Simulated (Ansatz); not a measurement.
**Squeezing Mo (sc type)**

```yaml
crystal:
  lattice:
    - [2.60358, 0.00000, 0.00000]
    - [0.00000, 2.60358, 0.00000]
    - [0.00000, 0.00000, 2.60358]
  atoms:
    - { symbol: Mo, position: [0.00000, 0.00000, 0.00000] }
```

The cell comes from a relaxation on PAW files under the same functional, begun from a prototype that needn't be the stable phase.

Its volume is scaled at fixed shape and fractional positions.

Level of theory: DFT with PBE, scalar-relativistic, in Ansatz 0.2.0; a Γ-centred 16×16×16 k mesh, Fermi–Dirac smearing of 0.08 eV, no spin polarisation. LAPW: all electrons, basis error target 1 meV/atom; PAW: frozen-core files, cutoff 420 eV; crystal datasets: all electrons, by PAW datasets that the program makes for each cell; norm-conserving: pseudopotentials, cutoff 1088 eV; PAW (cutoff 600 eV): frozen-core files, cutoff 600 eV.

Energies are extrapolated to zero smearing and count from the unscaled cell; pressure is positive in compression; gaps take the mesh and a band path. No temperature or zero-point motion is included.

| V/V0 | V (Å³/atom) | P LAPW (GPa) | ΔE LAPW (eV/atom) | P PAW − LAPW (GPa) | ΔE PAW − LAPW (meV/atom) |
| --- | --- | --- | --- | --- | --- |
| 1.00 | 17.65 | 0.00 | 0.000 | 0.01 | 0.0 |
| 0.95 | 16.77 | 10.80 | 0.029 | 0.02 | 0.1 |
| 0.85 | 15.00 | 42.3 | 0.307 | 0.04 | 0.4 |
| 0.75 | 13.24 | ? | 1.040 | 0.08 | 1.1 |
| 0.65 | 11.47 | 194.1 | 2.585 | 0.12 | 2.2 |
| 0.55 | 9.71 | 382.6 | ? | 0.23 | 4.1 |
| 0.45 | 7.94 | 768.4 | 11.698 | -0.26 | 5.2 |
| 0.40 | 7.06 | 1132 | 16.853 | -1.33 | 1.4 |

**Question.** Give the missing entry: row "0.55", column "ΔE LAPW (eV/atom)".

**Answer.** 5.639.

**Question.** Fill in "P LAPW (GPa)" for the row "0.75".

**Answer.** 96.4.

**Question.** Fit the Vinet equation to the LAPW pressures over the whole range, with residuals weighted by 1/(|P| + 0.03·Pmax).

**Answer.** V0 = 17.69 Å³/atom, B0 = 170 GPa and B0′ = 4.80, and the fit misses no point by more than 18 GPa. A fit over so wide a range pins B0 less well than one near rest.

**Question.** From the table, what is the rise of the enthalpy H = E + pV up to the last row, and how stiff is the crystal between the last two rows?

**Answer.** ΔH = 16.853 eV + (1132 GPa × 7.06 Å³ + 0.00 GPa × 17.65 Å³) × 0.006242 eV/(GPa·Å³) = 66.73 eV/atom, of which pV makes 75 %. The mean bulk modulus there is −ΔP/Δln V = 3090 GPa.

**Question.** At the smallest volume, how far do crystal datasets and norm-conserving and PAW (cutoff 600 eV) lie from LAPW in pressure?

**Answer.** crystal datasets: +0.01 GPa; norm-conserving: -2.26 GPa; PAW (cutoff 600 eV): -1.60 GPa, on a LAPW pressure of 1132 GPa.

**Question.** How do the Löwdin populations by LAPW change from the unscaled cell to the last row?

**Answer.** Mo 4s 1.94 → 1.78, Mo 5s 0.71 → 0.43, Mo 4p 5.98 → 5.80, Mo 4d 5.32 → 5.91 electrons an atom. These are projections on the shells that the free atoms fill; 0.05 e a cell lies outside them at the start and 0.10 e at the end.
